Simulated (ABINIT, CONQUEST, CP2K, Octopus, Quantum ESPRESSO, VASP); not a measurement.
## AlFe: 6 runs at one level of theory

```
Fe Al
1.0
     2.91000    0.00000    0.00000
     0.00000    2.91000    0.00000
     0.00000    0.00000    2.91000
Fe Al
1 1
Direct
  0.50000 0.50000 0.50000
  0.00000 0.00000 0.00000
```

Alike in all runs: task single point; functional PBE; k mesh 9 × 9 × 9; occupations fermi-dirac, width 0.05 eV; collinear spin, ferromagnetic start; no spin-orbit coupling. Pressure is positive in compression and, in plane waves, holds the error of the finite cutoff.

```json
{"program and potentials": "CP2K, POTENTIAL_UZH Fe GTH-PBE-q16, Al GTH-PBE-q3; TZVP-MOLOPT-PBE-GTH basis", "plane-wave cutoff (eV)": "-", "notes": "atomic basis; 9.5 valence electrons an atom on average", "pressure (GPa)": "-5.42", "net moment per atom (μB)": "0.36"}
{"program and potentials": "ABINIT, JTH PAW PBE v2.0", "plane-wave cutoff (eV)": "707", "notes": "9.5 valence electrons an atom on average", "pressure (GPa)": "-6.44", "net moment per atom (μB)": "0.33"}
{"program and potentials": "Quantum ESPRESSO, SSSP 1.3 efficiency PBE", "plane-wave cutoff (eV)": "871", "notes": "9.5 valence electrons an atom on average", "pressure (GPa)": "-7.02", "net moment per atom (μB)": "0.33"}
{"program and potentials": "VASP, PBE PAW files Al, Fe, 520 eV", "plane-wave cutoff (eV)": "520", "notes": "5.5 valence electrons an atom on average", "pressure (GPa)": "-6.15", "net moment per atom (μB)": "0.33"}
{"program and potentials": "CONQUEST, PseudoDojo NC PBE, DZP, grid cutoff 150 Ha", "plane-wave cutoff (eV)": "-", "notes": "atomic basis; 9.5 valence electrons an atom on average", "pressure (GPa)": "-2.43", "net moment per atom (μB)": "0.36"}
{"program and potentials": "Octopus, pseudodojo_pbe (PseudoDojo 0.5, PBE)", "plane-wave cutoff (eV)": "-", "notes": "9.5 valence electrons an atom on average", "pressure (GPa)": "-", "net moment per atom (μB)": "0.36"}
```

The pressure spans -7.02 (Quantum ESPRESSO, SSSP 1.3 efficiency PBE) to -2.43 GPa (CONQUEST, PseudoDojo NC PBE, DZP, grid cutoff 150 Ha). The net moment per atom spans 0.33 (VASP, PBE PAW files Al, Fe, 520 eV) to 0.36 μB (CONQUEST, PseudoDojo NC PBE, DZP, grid cutoff 150 Ha). The state is the one that the start led to, which needn't be the lowest. The pressure on the cell as given of CONQUEST, PseudoDojo NC PBE, DZP, grid cutoff 150 Ha lies far from the others; the cause wasn't traced. Rows in atomic bases carry the error of their basis and grid, which can be large.

The functional is the same throughout but for its coding, so the spread measures potentials, basis and numerics; runs on potential files found faulty are left out.
